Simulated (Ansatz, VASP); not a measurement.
SnO2: VASP beside Ansatz

File POSCAR:

```
SnO2
1.0
    0.0000000000      2.5078746451      2.5078746451
    2.5078746451      0.0000000000      2.5078746451
    2.5078746451      2.5078746451      0.0000000000
Sn O
1 2
Direct
    0.0000000000      0.0000000000      0.0000000000
    0.2500000000      0.2500000000      0.2500000000
    0.7500000000      0.7500000000      0.7500000000
```

INCAR.step1

```
ALGO = Normal
EDIFF = 1E-4
ENCUT = 520
GGA = PE
ISMEAR = 0
LASPH = True
LCHARG = False
LREAL = False
LWAVE = True
NBANDS = 20
NELM = 80
PREC = Accurate
SIGMA = 0.01
```

Contents of INCAR.step2:

```
ALGO = Normal
EDIFF = 1E-6
ENCUT = 520
ISIF = 2
ISMEAR = 0
ISTART = 1
LASPH = True
LCHARG = True
LELF = True
LMIXTAU = True
LREAL = False
LVHAR = True
LWAVE = False
METAGGA = R2SCAN
NBANDS = 20
NELM = 80
PREC = Accurate
SIGMA = 0.01
```

KPOINTS

```
k-points
0
Gamma
  8 8 8
```

Input for Ansatz:

```yaml
crystal:
  lattice:
    - [0.0, 2.5078746451, 2.5078746451]
    - [2.5078746451, 0.0, 2.5078746451]
    - [2.5078746451, 2.5078746451, 0.0]
  atoms:
    - { symbol: Sn, position: [0.0, 0.0, 0.0] }
    - { symbol: O, position: [0.25, 0.25, 0.25] }
    - { symbol: O, position: [0.75, 0.75, 0.75] }
kpoints:
  mp_grid: { grid: [8, 8, 8] }
hamiltonian:
  xc: r2scan
scf:
  occupations: { method: fixed }
  n_extra_bands: 4
output:
  forces: true
  stress: true
  eigenvalues: true
```

Alike in both runs: task single point; functional r2SCAN; k mesh 8 × 8 × 8; no spin polarisation.

|  | VASP | Ansatz |
| --- | --- | --- |
| version | VASP 6.6.1 | Ansatz 0.2.0 |
| potentials or method | VASP PAW PBE potentials, release 64 (Sn_d, O) | plane waves, PAW |
| plane-wave cutoff (eV) | 520 | 500 |
| occupations | gaussian, width 0.01 eV | fixed |
| valence electrons in the cell | 26 | 26 |

|  | VASP | Ansatz | Ansatz less VASP |
| --- | --- | --- | --- |
| gap on the k mesh at the Fermi level (eV) | 1.19 | 1.16 | -0.023 |
| pressure (GPa) | 9.0 | 7.5 | -1.54 |

Caveats: the PAW data sets were made with another functional, which shifts forces and pressure a little (VASP); spin-orbit coupling is left out, which moves the levels of the heavy elements. r2SCAN opens gaps a little over a GGA but as a rule still falls short of measured ones. A k mesh can miss the band edges.
